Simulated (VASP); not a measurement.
**From VASP inputs to Ansatz: MgS (strained zincblende)**

INCAR

```
NBANDS = 11
ALGO = Normal
LASPH = .TRUE.
LCHARG = .TRUE.
NELM = 120
ENCUT = 520
ISMEAR = 0
NSW = 0
LREAL = .FALSE.
EDIFF = 1E-7
IBRION = -1
SIGMA = 0.01
LELF = .TRUE.
PREC = Accurate
LWAVE = .FALSE.
ISIF = 2
METAGGA = R2SCAN
```

KPOINTS

```
KPOINTS created by Atomic Simulation Environment
0
Gamma
8 8 8
0 0 0
```

KPOINTS_OPT

```
special points
6
Reciprocal
0.0000000000 0.0000000000 0.0000000000 1
-0.5000000000 -0.5000000000 0.0000000000 1
-0.3750000000 -0.3750000000 0.2500000000 1
-0.3750000000 0.0000000000 0.3750000000 1
0.0000000000 0.0000000000 0.5000000000 1
-0.5000000000 -0.2500000000 0.2500000000 1
```

POSCAR

```
Mg S
 1.0000000000000000
     0.0000000000000000    2.8308768411999998    2.8025680728000002
     2.8308768411999998    0.0000000000000000    2.8025680728000002
     2.8308768411999998    2.8308768411999998    0.0000000000000000
 Mg  S
   1   1
Cartesian
  0.0000000000000000  0.0000000000000000  0.0000000000000000
  1.4154384205999997  1.4154384205999997  1.4012840364000001
```

VASP ran with the recommended PBE PAW datasets (8 valence electrons in the cell).

Translate these files to an Ansatz input.



```yaml
crystal:
  lattice:
    - [0.0, 2.8308768412, 2.8025680728]
    - [2.8308768412, 0.0, 2.8025680728]
    - [2.8308768412, 2.8308768412, 0.0]
  atoms:
    - { symbol: Mg, position: [0.0, 0.0, 0.0] }
    - { symbol: S, position: [0.25, 0.25, 0.25] }
kpoints:
  mp_grid: { grid: [8, 8, 8] }
  band_path:
    path:
      - [0.0, 0.0, 0.0]
      - [-0.5, -0.5, 0.0]
      - [-0.375, -0.375, 0.25]
      - [-0.375, 0.0, 0.375]
      - [0.0, 0.0, 0.5]
      - [-0.5, -0.25, 0.25]
    npoints: 1
hamiltonian:
  xc: r2scan
scf:
  occupations: { method: fixed }
  n_extra_bands: 4
output:
  forces: true
  stress: true
  eigenvalues: true
```

Other inputs would serve too.

```csv
,VASP,Ansatz
gap between bands v and c,4.16 eV,4.18 eV
least direct gap,4.16 eV,4.18 eV
pressure,0.3 GPa,0.6 GPa
```

Datasets and cutoffs are each program's own. VASP's cell holds 8 valence electrons and Ansatz's 16. Ansatz's stress includes a Pulay correction; VASP's doesn't.
